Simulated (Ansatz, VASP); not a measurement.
# One calculation of LiCl, two programs

```
Li Cl
1.0
     0.00000    2.57514    2.57514
     2.57514    0.00000    2.57514
     2.57514    2.57514    0.00000
Li Cl
1 1
Direct
  0.00000 0.00000 0.00000
  0.50000 0.50000 0.50000
```

Alike in both runs: task relaxation of cell and atoms; functional PBEsol; k mesh 8 × 8 × 8; occupations gaussian, width 0.02 eV; no spin polarisation.

|  | VASP | Ansatz |
| --- | --- | --- |
| version | VASP 6.6.1 | Ansatz 0.2.0 |
| potentials or method | VASP PAW PBE potentials, release 64 (Li_sv, Cl) | scalar-relativistic, plane waves, PAW |
| plane-wave cutoff (eV) | 600 | 420 |
| valence electrons in the cell | 10 | 10 |

VASP gave:

| Quantity | Value |
| --- | --- |
| gap on the k mesh at the Fermi level, each at its own relaxed structure (eV) | 6.37 |
| relaxed volume (Å³/atom) | 16.21 |
| relaxed cell length with the largest relative difference (Å) | 3.579 |
| energy change over the relaxation (meV/atom) | -5 |

Q: What did Ansatz give for the same quantities?

A: gap on the k mesh at the Fermi level, each at its own relaxed structure (eV): 6.35; relaxed volume (Å³/atom): 16.24; relaxed cell length with the largest relative difference (Å): 3.581; energy change over the relaxation (meV/atom): -4.

Caveats: the cutoff is under 1.25 times the usual one of these potentials, so pressure, stress and relaxed cells hold a basis-set (Pulay) error (VASP); the PAW data sets were made with another functional, which shifts forces and pressure a little (VASP). A k mesh can miss the band edges. PBEsol gaps usually lie below the measured ones, often by a third to a half.
